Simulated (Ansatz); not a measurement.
The system is Cu.

```
Cu
1.0
     2.53410    0.00000    0.00000
    -1.26705    2.19459    0.00000
     0.00000    0.00000    4.11257
Cu
2
Direct
  0.66667 0.33333 0.75000
  0.33333 0.66667 0.25000
```

This isn't the form of Cu at room conditions, which is fcc.

* Program: Ansatz 0.2.0
* Task: single point
* Functional: PBE
* Potentials or basis: Ansatz PAW
* Cutoff: 420 eV (not typed: the program's choice for these potentials)
* k mesh: 12 × 12 × 7
* Occupations: fermi-dirac, width 0.05 eV
* Spin: no spin polarisation

On this cell: pressure 7.3 GPa; largest force under 0.003 eV/Å; band gap on the k mesh none (metal or under the smearing width).

The same run follows on a disturbed copy (atoms moved at random, drawn with an rms of 0.05 Å):

```xyz
2
Lattice="2.5341 0.0000 0.0000 -1.2670 2.1946 0.0000 0.0000 0.0000 4.1126" Properties=species:S:1:pos:R:3 pbc="T T T"
Cu    1.2532    0.7689    3.0594
Cu    0.0536    1.4636    1.0227
```

**Question.** What does the disturbed cell give?

**Answer.** The energy (extrapolated to zero smearing) moves by +3.1 meV/atom; pressure 7.5 GPa; largest force 0.212 eV/Å; band gap on the k mesh none (metal or under the smearing width).

Forces on the atoms (eV/Å):
```
Cu   0.112 -0.062  0.169
Cu  -0.112  0.062 -0.169
```

Stress tensor (GPa, compression positive):
```
 7.69 -0.93  0.11
-0.93  6.68 -0.06
 0.11 -0.06  8.00
```
